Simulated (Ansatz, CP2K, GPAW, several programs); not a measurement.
**Ga2O3: cheap methods against density-functional theory**

Aim: run Ga2O3 through methods of unlike cost and see what each gets, and at what price.

Program: CP2K, Ansatz, GPAW (versions at each run). Level of theory: no spin polarisation, static lattice; gaps from single points on the cell relaxed beforehand with r²SCAN. These are calculated values, not measurements.

### 1 Starting point

The structure is trigonal, space group P-3m1 (No. 164). Conventional cell: a = 2.991 Å, b = 2.991 Å, c = 6.846 Å, α = 90.00°, β = 90.00°, γ = 120.00°. Ga (site symmetry 3m) is surrounded by 6 O at 1.87 to 2.22 Å. Around O (site symmetry -3m) lie 6 Ga at 2.22 Å. O (site symmetry 3m) has 3 Ga at 1.87 Å as nearest neighbours.

As a file:

```cif
data_structure
_symmetry_space_group_name_H-M 'P-3m1'
_symmetry_Int_Tables_number 164
_cell_length_a 2.9909
_cell_length_b 2.9909
_cell_length_c 6.8458
_cell_angle_alpha 90.000
_cell_angle_beta 90.000
_cell_angle_gamma 120.000
_cell_volume 53.04
loop_
_atom_site_label
_atom_site_type_symbol
_atom_site_symmetry_multiplicity
_atom_site_Wyckoff_symbol
_atom_site_fract_x
_atom_site_fract_y
_atom_site_fract_z
_atom_site_occupancy
Ga1 Ga 2 d 0.33333 0.66667 0.20392 1
O1 O 1 a 0.00000 0.00000 0.00000 1
O2 O 2 d 0.33333 0.66667 0.69160 1
```

The structure type (A-type La2O3) is imposed and need not be the compound's stable one.

**Question.** The methods are PBE/DZVP, PBE/SZV, coarse PBE, GLLB-SC, PBE, r2SCAN. What gap does r2SCAN give on this cell, and which other methods (full PBE left aside) come nearest to r2SCAN and farthest in gap?

| quantity | value |
| --- | --- |
| r2SCAN | gap 3.12 eV, 10.61 Å³/atom, B₀ 203 GPa |
| gap: nearest and farthest of the other methods | PBE/DZVP (-0.65 eV), GLLB-SC (+1.30 eV) |

Among the 4 methods compared for the gap (full PBE left aside), PBE/DZVP is nearest to r2SCAN and GLLB-SC farthest. A minimal basis or a coarse cutoff and mesh shifts results by its own error, so closeness to r2SCAN can be chance. GLLB-SC is compared with its derivative discontinuity added. No volume is given for PBE/SZV, coarse PBE, which can hide a larger miss. The crystal is layered or molecular; volumes and moduli at fixed shape hide how each method binds the layers. CPU times run from 1.7 s (coarse PBE) to 2.8 min (PBE/DZVP). On this cell PBE/DZVP, PBE/SZV, GLLB-SC cost more than r2SCAN itself (24 s), so they are no saving here. r2SCAN is a yardstick, not the truth: it usually gives gaps below the measured ones.
